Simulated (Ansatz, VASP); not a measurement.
**One calculation of Al, two programs**

File INCAR:

```
ALGO = Normal ; EDIFF = 1E-6
ENCUT = 520 ; GGA = PE
ISIF = 2 ; ISMEAR = -1
LASPH = True ; LCHARG = True
LELF = True ; LREAL = False
LVHAR = True ; LWAVE = False
NBANDS = 10 ; NELM = 60
PREC = Accurate ; SIGMA = 0.08
```

File KPOINTS:

```
k-points
0
Gamma
  9 9 9
```

The input POSCAR:

```
Al
1.0
    0.0000000000      2.9824868695      2.9824868695
    2.9824868695      0.0000000000      2.9824868695
    2.9824868695      2.9824868695      0.0000000000
Al
2
Direct
    0.0000000000      0.0000000000      0.0000000000
    0.2500000000      0.2500000000      0.2500000000
```

Input for Ansatz:

```yaml
crystal:
  lattice:
    - [0.0, 2.9824868695, 2.9824868695]
    - [2.9824868695, 0.0, 2.9824868695]
    - [2.9824868695, 2.9824868695, 0.0]
  atoms:
    - { symbol: Al, position: [0.0, 0.0, 0.0] }
    - { symbol: Al, position: [0.25, 0.25, 0.25] }
kpoints:
  mp_grid: { grid: [9, 9, 9] }
scf:
  occupations: { method: fermi_dirac, width: 0.08 }
hamiltonian:
  xc: pbe
  pseudopotentials: { kind: all_electron, lapw: { basis_error: 0.00025 } }
output:
  forces: true
  stress: true
  eigenvalues: true
```

Change from the starting cell: volume scaled by 0.96.

Alike in both runs: task single point; functional PBE; k mesh 9 × 9 × 9; occupations fermi-dirac, width 0.08 eV; no spin polarisation.

|  | VASP | Ansatz |
| --- | --- | --- |
| version | VASP 6.6.1 | Ansatz 0.2.0 |
| potentials or method | VASP PAW PBE potentials, release 64 (Al) | all-electron LAPW, scalar-relativistic |
| plane-wave cutoff (eV) | 520 | see its input |

|  | VASP | Ansatz | Ansatz less VASP |
| --- | --- | --- | --- |
| pressure (GPa) | 1.6 | 1.6 | -0.03 |

Ansatz ran all-electron here, so the differences hold the error of VASP's frozen core and of both bases.
